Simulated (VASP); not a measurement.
A run of VASP 6.6.1 is set up as follows.

Contents of INCAR:

```
SYSTEM = TePb
PREC = Accurate
ENCUT = 520
EDIFF = 1E-6
ISMEAR = 0
SIGMA = 0.01
LREAL = .FALSE.
LASPH = .TRUE.
NELM = 100
ALGO = Normal
ISIF = 2
LWAVE = .FALSE.
LCHARG = .TRUE.
GGA = PS
LELF = .TRUE.
LVHAR = .TRUE.
NBANDS = 17
```

Contents of KPOINTS:

```
regular mesh
0
G
  10 10 10
  0 0 0
```

The input POSCAR:

```
TePb
1.0
    0.0000000000      3.1250113711      3.1250113711
    3.1250113711      0.0000000000      3.1250113711
    3.1250113711      3.1250113711      0.0000000000
Te Pb
1 1
Direct
    0.5000000000      0.5000000000      0.5000000000
    0.0000000000      0.0000000000      0.0000000000
```

Potentials or basis: VASP PAW PBE potentials, release 64 (Te, Pb_d).

Launch:

```sh
$ cat potpaw_PBE.64/Te/POTCAR potpaw_PBE.64/Pb_d/POTCAR > POTCAR
$ mpirun -np 1 vasp_std > vasp.out
```

(1) Predict the band gap on the k mesh.

(2) Estimate the pressure.

Results:

(1) 0.42 eV, direct.

(2) 5.0 GPa.

Caveat: the PAW data sets were made with another functional, which shifts forces and pressure a little; spin-orbit coupling is left out, which as a rule narrows the gap of such compounds by several tenths of an eV.

**Experimental background.**

A printed reference work, monograph reports, for a bulk crystal of TePb at 4.2 K: band gap 0.19 eV (direct).

Against the measured gap of TePb, 0.19 eV (direct; 4.2 K; a printed reference work, monograph), the calculated 0.42 eV is off by +0.23 eV. Spin-orbit coupling on Pb, Te is left out. The value is that of PBEsol on a finite k mesh, which can miss the band edges, without temperature or zero-point motion.
